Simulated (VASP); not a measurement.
Wanted: the native input for a VASP 6.6.1 run.

```
Task                   : single point
Functional             : PBEsol
Potentials or basis    : VASP PAW PBE potentials, release 64 (Ta_pv)
Cutoff                 : 520 eV
k mesh                 : 18 × 18 × 10
Occupations            : gaussian, width 0.1 eV
Spin                   : non-collinear spin, zero start, spin-orbit coupling
Starting moments       : [[0.0, 0.0, 0.0], [0.0, 0.0, 0.0]] μB
Further INCAR settings : ALGO = Normal; EDIFF = 1e-07
```

The structure of Ta lies in POSCAR:

```
Ta
1.0
    2.8669300000      0.0000000000      0.0000000000
   -1.4334700000      2.4828300000      0.0000000000
    0.0000000000      0.0000000000      5.0933200000
Ta
2
Direct
    0.3333300000      0.6666700000      0.2500000000
    0.6666700000      0.3333300000      0.7500000000
```

This isn't the form of Ta at room conditions, which is bcc.

One way to write it, as run:

INCAR

```
SYSTEM = Ta
ALGO = Normal ; EDIFF = 1E-7
ENCUT = 520 ; GGA = PS
GGA_COMPAT = .FALSE. ; ISIF = 2
ISMEAR = 0 ; LASPH = .TRUE.
LCHARG = .FALSE. ; LMAXMIX = 4
LORBIT = 11 ; LREAL = .FALSE.
LSORBIT = .TRUE. ; LWAVE = .FALSE.
MAGMOM = 0 0 0 0 0 0 ; NELM = 60
PREC = Accurate ; SIGMA = 0.1
```

KPOINTS

```
k-points
0
G
  18 18 10
  0 0 0
```

Potentials or basis: VASP PAW PBE potentials, release 64 (Ta_pv).

Run with:

```sh
$ cat potpaw_PBE.64/Ta_pv/POTCAR > POTCAR
$ mpirun -np 1 vasp_ncl > vasp.out
```

Results of the run:

```
Pressure                                              : -0.3 GPa
Net moment                                            : 0.00 μB per cell
Valence electrons inside the program's atomic spheres : Ta 8.95
```

Caveat: the PAW data sets were made with another functional, which shifts forces and pressure a little.

Run time: 19 min on 1 thread of Intel(R) Xeon(R) Platinum 8259CL CPU @ 2.50GHz (Skylake/Cascade Lake) (shared host), peak memory 0.84 GiB.
